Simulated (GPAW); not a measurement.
Records of electronic-structure calculations.

## GeS (Pnma): one start, several treatments of the self-energy

Symmetry: Pnma, No. 62, orthorhombic system. Conventional cell: a = 10.481 Å, b = 3.646 Å, c = 4.299 Å, α = 90.00°, β = 90.00°, γ = 90.00°. Nearest to Ge lie 3 S at 2.44 to 2.45 Å. Nearest to S lie 3 Ge at 2.44 to 2.45 Å. Farther neighbours and most contacts between anions are not listed.

```
Ge S
1.0
    10.48100    0.00000    0.00000
     0.00000    3.64600    0.00000
     0.00000    0.00000    4.29900
Ge S
4 4
Direct
  0.12210 0.25000 0.12770
  0.37790 0.75000 0.62770
  0.62210 0.25000 0.37230
  0.87790 0.75000 0.87230
  0.84950 0.25000 0.50230
  0.65050 0.75000 0.00230
  0.34950 0.25000 0.99770
  0.15050 0.75000 0.49770
```

```yaml
method: DFT, PBE, plane waves, PAW (and 1 further level or step)
program: GPAW 26.7.0
settings_of_one_run: cutoff 450 eV, GPAW PAW setups 1.2.1 data release, 2×4×4 k-mesh, nbands 141
cost: 3 runs, 13 min in all on 4 MPI ranks of Arm Neoverse V1, shared host (the runs of this entry)
notes: The cell and positions come from the Crystallography Open Database and are kept as given unless a step says otherwise. Limits: no spin-orbit coupling. Bands and cutoff are finite, so the gap is not at the basis limit. The miss can reach some tenths of an eV and take either sign; the mesh is an error of its own. The 2×4×4 mesh is coarse for this cell, which bears on the long-range parts of exchange and screening. Mesh or cutoff lie under what a gap needs, so these runs test behaviour and cost; their gaps are not to be quoted.
g0w0_godby_needs_plasmon_pole: 1.402 eV
g0w0_with_ralda_vertex: 1.426 eV
known_limits: not at the basis limit; no spin-orbit coupling; coarse k mesh
```

G0W0 with rALDA vertex: +0.024 eV against G0W0, Godby-Needs plasmon pole, at other bands or cutoff, so not like for like. With the rALDA kernel as a vertex the gap is 1.34 eV (in the polarisability), 1.51 eV (in the self-energy) and 1.46 eV (in both), against 1.40 eV without.

[Paths, hosts, dates, memory and timing lines, banners, echoed tables and standing remarks are left out of the program output.]

[Logs are printed without paths, hosts, clocks, repeated set-up lines and the standing remarks that a program may print on its own settings, such as how far it seeks lower states.]

[Runs of the session that timed out or met a known fault of the program may be left out.]

[Hosts, paths, dates, database ids (printed as entryN), source tags and the programs' standing remarks are cut or masked in the printed files.]
